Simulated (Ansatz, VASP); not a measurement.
One calculation of HfO2, two programs

```
Hf O
1.0
     0.00000    2.76210    2.45520
     2.76210    0.00000    2.45520
     2.76210    2.76210    0.00000
Hf O
1 2
Direct
  0.00000 0.00000 0.00000
  0.25000 0.25000 0.25000
  0.75000 0.75000 0.75000
```

Change from the starting cell: strain +0.080 along x and y, -0.040 along z, atoms carried along.

Alike in both runs: task single point; functional PBE; k mesh 8 × 8 × 8; occupations gaussian, width 0.05 eV; no spin polarisation.

|  | VASP | Ansatz |
| --- | --- | --- |
| version | VASP 6.6.1 | Ansatz 0.2.0 |
| potentials or method | VASP PAW PBE potentials, release 64 (Hf_pv, O) | scalar-relativistic, plane waves, PAW |
| plane-wave cutoff (eV) | 520 | 420 |
| valence electrons in the cell | 22 | 38 |

|  | VASP | Ansatz | Ansatz less VASP |
| --- | --- | --- | --- |
| gap on the k mesh at the Fermi level (eV) | 2.10 | 2.14 | +0.038 |
| least direct gap on the mesh (eV) | 2.36 | 2.39 | +0.027 |
| pressure (GPa) | -25.2 | -22.7 | +2.46 |
| largest component of the traceless stress (GPa) | 30.25 | 29.90 | -0.350 |

The functional is the same, so the differences come from potentials, cutoffs and numerics. The two sets of potentials don't hold the same shells in valence.

Caveats: so large a pressure means that the cell lies far from this level's equilibrium, or that cutoff or potentials fall short (VASP); spin-orbit coupling is left out, which moves the levels of the heavy elements. A k mesh can miss the band edges.
